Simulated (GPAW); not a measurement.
**Cu in GPAW: convergence with k mesh**

Crystal: Cu.

```
CELL_PARAMETERS angstrom
1.21846 -3.97638 0.00000
1.21846 3.97638 0.00000
0.00000 0.00000 2.47550
ATOMIC_POSITIONS crystal
Cu 0.86613 0.13387 0.75000
Cu 0.13387 0.86613 0.25000
```

This isn't the form of Cu at room conditions, which is fcc.

* Program: GPAW 26.7.0
* Task: convergence study
* Functional: LDA
* Potentials or basis: the program's PAW data sets (release 1.2.1) made for this functional
* Cutoff: 600 eV
* Basis: pw
* k mesh: 3 × 3 × 3
* Occupations: fermi-dirac, width 0.05 eV
* Spin: no spin polarisation

These are the settings of the first run; the series varies k mesh, with any setting tied to it.

Hardware: 1 thread of Arm Neoverse V1, on a shared host.

Question: The values tried are 3 × 3 × 3, 4 × 4 × 4, 5 × 5 × 5, 6 × 6 × 6, 7 × 7 × 7, 9 × 9 × 8, 10 × 10 × 10, 12 × 12 × 12, 15 × 15 × 14, loosest first. From which on does the pressure stay within 0.1 GPa of the tightest run that finished?

Answer: From 12 × 12 × 12 on.

```csv
k mesh,"energy less the tightest run, at zero smearing (meV/atom)",pressure (GPa),largest force (eV/Å),SCF cycles,CPU time (s),peak memory (GiB)
3 × 3 × 3,-109.42,-7.05,0.218,11,6.6,0.14
4 × 4 × 4,50.10,-6.70,0.068,11,13,0.14
5 × 5 × 5,-9.08,-6.38,0.045,11,21,0.15
6 × 6 × 6,12.83,-6.48,0.023,11,35,0.16
7 × 7 × 7,0.76,-6.33,0.062,11,50,0.17
9 × 9 × 8,4.26,-6.44,0.037,11,90,0.21
10 × 10 × 10,0.69,-6.59,0.033,11,140,0.25
12 × 12 × 12,1.48,-6.47,0.041,11,230,0.34
15 × 15 × 14,0.00,-6.41,0.034,11,410,0.51
```

Not settled before the last step: the energy (to 1 meV/atom), the largest force (to 0.005 eV/Å). Meshes of other sizes hit other points, so gaps and Fermi surfaces needn't settle smoothly. The tightest run that finished is the yardstick and may itself not be fully converged.

Caveat, for the tightest run too: with this Cu data set, volumes or pressures lay over 1.5 % or 2 GPa off other programs in two to four cells of ten; the program warned that so skewed a cell can give wrong results.
